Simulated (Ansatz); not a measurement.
LiH:

```
CELL_PARAMETERS angstrom
0.00000 2.03675 2.03675
2.03675 0.00000 2.03675
2.03675 2.03675 0.00000
ATOMIC_POSITIONS crystal
Li 0.00000 0.00000 0.00000
H 0.50000 0.50000 0.50000
```

Base run:

```yaml
Program: Ansatz 0.2.0
Functional: PBEsol
Potentials_or_basis: all-electron LAPW, scalar-relativistic
Cutoff: 175 eV (chosen from the basis error)
Basis_error_allowed: 0.001 eV/atom
k_mesh: 11 × 11 × 11
Occupations: fermi-dirac, width 0.05 eV
Spin: no spin polarisation
```

Its results: band gap on the k mesh 2.98 eV, direct; pressure -2.3 GPa.

Question: The run is repeated on the same cell with these changes: functional from PBEsol to LDA. What comes out?

Answer: Band gap on the k mesh 2.85 eV, direct; pressure -4.1 GPa.

LDA binds more tightly than PBEsol, so the same cell stands under less pressure.

Caveats: the mesh misses the band edges, which the band path finds closer together.
